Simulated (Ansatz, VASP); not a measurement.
ZrC in VASP and in Ansatz

INCAR

```
SYSTEM = ZrC
  ALGO = Normal
  EDIFF = 1E-7
  ENCUT = 520
  GGA = PE
  ISIF = 2
  ISMEAR = -1
  LASPH = .True.
  LCHARG = .False.
  LREAL = .False.
  LWAVE = .False.
  NBANDS = 15
  NELM = 60
  PREC = Accurate
  SIGMA = 0.05
```

Contents of KPOINTS:

```
k-points
0
Gamma
  10 10 10
  0 0 0
```

POSCAR

```
ZrC
1.0
    0.0000000000      2.3650000000      2.3650000000
    2.3650000000      0.0000000000      2.3650000000
    2.3650000000      2.3650000000      0.0000000000
Zr C
1 1
Direct
    0.5000000000      0.5000000000      0.5000000000
    0.0000000000      0.0000000000      0.0000000000
```

Contents of input.yaml:

```yaml
crystal:
  lattice:
    - [0.0, 2.365, 2.365]
    - [2.365, 0.0, 2.365]
    - [2.365, 2.365, 0.0]
  atoms:
    - { symbol: Zr, position: [0.5, 0.5, 0.5] }
    - { symbol: C, position: [0.0, 0.0, 0.0] }
hamiltonian:
  xc: pbe
  pseudopotentials: { kind: paw }
kpoints:
  mp_grid: { grid: [10, 10, 10] }
scf:
  occupations: { method: fermi_dirac, width: 0.05 }
output:
  forces: true
  stress: true
  eigenvalues: true
  write_density: true
  write_potential: true
  elf: true
  volumetric_format: npy
```

Alike in both runs: task single point; functional PBE; k mesh 10 × 10 × 10; occupations fermi-dirac, width 0.05 eV; no spin polarisation.

|  | VASP | Ansatz |
| --- | --- | --- |
| version | VASP 6.6.1 | Ansatz 0.2.0 |
| potentials or method | VASP PAW PBE potentials, release 64 (Zr_sv, C) | Ansatz PAW |
| plane-wave cutoff (eV) | 520 | 420 |
| valence electrons in the cell | 16 | 16 |

Ansatz gave:

```
gap on the k mesh at the Fermi level (eV) : none
pressure (GPa)                            : -2.9
```

Problem. What did VASP give for the same quantities?

Solution. gap on the k mesh at the Fermi level (eV): none; pressure (GPa): -2.7.

A gap of «none» marks a metal or a gap that the smearing closes.
